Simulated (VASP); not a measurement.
Runs of VASP 6.6.1 on ZnO (zincite). The structure is hexagonal, space group P6_3mc (No. 186). The conventional cell has a = 3.249 Å, b = 3.249 Å, c = 5.206 Å, α = 90.00°, β = 90.00°, γ = 120.00°. Around Zn (site symmetry 3m) lie 4 O at 1.97 to 1.98 Å. O (site symmetry 3m) has 4 Zn at 1.97 to 1.98 Å as nearest neighbours. 

```tsv
level	k mesh	cutoff (eV)	gap on the mesh (eV)	pressure (GPa)	largest force (eV/Å)
PBE	8 × 8 × 5	520	0.79	(a)	0.07
PBEsol	12 × 12 × 7	520	0.69	-0.5	0.07
PBEsol	8 × 8 × 5	600	0.69	-0.6	0.07
r2SCAN	8 × 8 × 5	520	(b)	-0.1	0.09
PBEsol	8 × 8 × 5	500	0.69	-0.6	0.07
PBEsol	8 × 8 × 5	700	0.69	-0.6	0.07
```

Alike in all rows: task electric field gradients; potentials or basis VASP PAW PBE potentials, release 64 (Zn, O); no spin polarisation; cell as given; smearing fermi-dirac 0.02 eV.

Q: Estimate the missing entries.

A: (a) 6.0; (b) 1.23.

Caveats: an odd mesh through Γ misses points on the zone boundary, where band edges often lie; the PAW data sets were made with another functional, which shifts forces and pressure a little (some runs).

Not every run made on this cell is shown here.
